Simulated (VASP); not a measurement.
Wanted: the native input for a VASP 6.6.1 run.

- Task: relaxation of cell and atoms
- Functional: AM05
- Potentials or basis: VASP PAW PBE potentials, release 64 (C)
- Cutoff: 600 eV
- k mesh: 12 × 12 × 4
- Occupations: fermi-dirac, width 0.05 eV
- Spin: no spin polarisation
- Further INCAR settings: ALGO = Fast; EDIFF = 1e-07; IBRION = 2; EDIFFG = -0.01; NSW = 40; ISIF = 3

The structure of C lies in POSCAR:

```
C
1.0
    2.5221000000      0.0000000000      0.0000000000
   -1.2610500000      2.1842026709      0.0000000000
    0.0000000000      0.0000000000      8.2371000000
C
8
Direct
    0.6666666667      0.3333333333      0.8437500000
    0.3333333333      0.6666666667      0.3437500000
    0.6666666667      0.3333333333      0.6562500000
    0.3333333333      0.6666666667      0.1562500000
    0.0000000000      0.0000000000      0.9062500000
    0.0000000000      0.0000000000      0.4062500000
    0.0000000000      0.0000000000      0.5937500000
    0.0000000000      0.0000000000      0.0937500000
```

This is a hexagonal form of diamond, not graphite.

One way to write it, as run:

INCAR

```
SYSTEM = C
ALGO = Fast
EDIFF = 1E-7
EDIFFG = -0.01
ENCUT = 600
GGA = AM
IBRION = 2
ISIF = 3
ISMEAR = -1
LASPH = .True.
LCHARG = .False.
LREAL = .False.
LWAVE = .False.
NELM = 60
NSW = 40
PREC = Accurate
SIGMA = 0.05
```

KPOINTS

```
k-points
0
Gamma
  12 12 4
  0 0 0
```

Potentials or basis: VASP PAW PBE potentials, release 64 (C).

Launch:

```sh
$ cat potpaw_PBE.64/C/POTCAR > POTCAR
$ mpirun -np 1 vasp_std > vasp.out
```

Results of the run:

```yaml
Relaxed_volume: 5.60 Å³/atom
Relaxed_cell: a = 2.504 Å, b = 2.504 Å, c = 8.259 Å, α = 90.00°, β = 90.00°, γ = 120.00°
Space_group_after_relaxing_to_0.05_Å: P6_3/mmc (No. 194)
Energy_gained_by_relaxing: 3.5 meV/atom
Ionic_steps: 8
Pressure_after_relaxing: 0.0 GPa
Band_gap_on_the_k_mesh: 4.45 eV, indirect (least direct gap 5.25 eV)
```

Caveat: the PAW data sets were made with another functional, which shifts forces and pressure a little.

It took 4.2 min on 1 thread of Intel(R) Xeon(R) Platinum 8488C (Sapphire Rapids), with other jobs on the host, peak memory 0.19 GiB.
